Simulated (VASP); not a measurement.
Write the native input for VASP 6.6.1 that does the following.

- Task: atomic charges
- Functional: LDA
- Potentials or basis: VASP PAW LDA potentials, release 64 (Mg, B)
- Cutoff: 520 eV
- k mesh: 10 × 10 × 8
- Occupations: gaussian, width 0.02 eV
- Spin: no spin polarisation
- Further INCAR settings: ALGO = Normal; EDIFF = 1e-07

The structure of MgB2 lies in POSCAR:

```
MgB2
1.0
    3.0850000000      0.0000000000      0.0000000000
   -1.5425000000      2.6716883707      0.0000000000
    0.0000000000      0.0000000000      3.5230000000
Mg B
1 2
Direct
    0.0000000000      0.0000000000      0.0000000000
    0.6666666667      0.3333333333      0.5000000000
    0.3333333333      0.6666666667      0.5000000000
```

These files were run (other wordings do the same):

INCAR

```
PREC = Accurate ; ENCUT = 520
EDIFF = 1E-7 ; ISMEAR = 0
SIGMA = 0.02 ; LREAL = False
LASPH = True ; NELM = 80
ALGO = Normal ; ISIF = 2
LWAVE = False ; LCHARG = True
LORBIT = 11 ; LELF = True
LVHAR = True
```

KPOINTS

```
Automatic mesh
0
Gamma
  10 10 8
```

Potentials or basis: VASP PAW LDA potentials, release 64 (Mg, B).

Command:

```console
$ cat potpaw_LDA.64/Mg/POTCAR potpaw_LDA.64/B/POTCAR > POTCAR
$ mpirun -np 1 vasp_std > vasp.out
```

Results of the run:

The pressure is -8.0 GPa. The band gap on the k mesh is none (metal or under the smearing width) and the valence electrons inside the program's atomic spheres are Mg 0.40; B 1.92.

Run time: 15 s on 1 thread of AMD EPYC 7R43 64-Core Processor (Zen 3) (shared host), peak memory 0.11 GiB.
